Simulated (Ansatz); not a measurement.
A run of Ansatz 0.2.0:

Contents of input.yaml:

```yaml
crystal:
  lattice:
    - [-1.56042162, 1.56042162, 4.22180559]
    - [1.56042162, -1.56042162, 4.22180559]
    - [1.56042162, 1.56042162, -4.22180559]
  atoms:
    - { symbol: Ru, position: [0.0, 0.0, 0.0] }
    - { symbol: Al, position: [0.34079781, 0.34079781, 0.0] }
    - { symbol: Al, position: [0.65920219, 0.65920219, 0.0] }
kpoints:
  mp_grid: { grid: [12, 12, 12] }
scf:
  occupations: { method: fermi_dirac, width: 0.05 }
hamiltonian:
  xc: pbesol
  pseudopotentials: { kind: all_electron, lapw: { basis_error: 0.002 } }
output:
  forces: true
  stress: true
relax:
  f_tol: 0.02
  max_steps: 60
  cell: { p_target: 20 }
```

Potentials or basis: all-electron LAPW, scalar-relativistic.

Run with:

```bash
$ ansatz run input.yaml --threads 2 --pin off --max-ram 8192MiB --backend cpu --events-out ev --progress --plain --runs-dir out
```

Hardware: 2 threads of Arm Neoverse V2, on a shared host.

Q: Estimate the wall time of this run.

A: Run time: 67 s on 2 threads of Arm Neoverse V2 (shared host), peak memory 0.66 GiB. Counts: scf iterations 36, plane waves 327, k points 163, bands 29, ion steps 6.
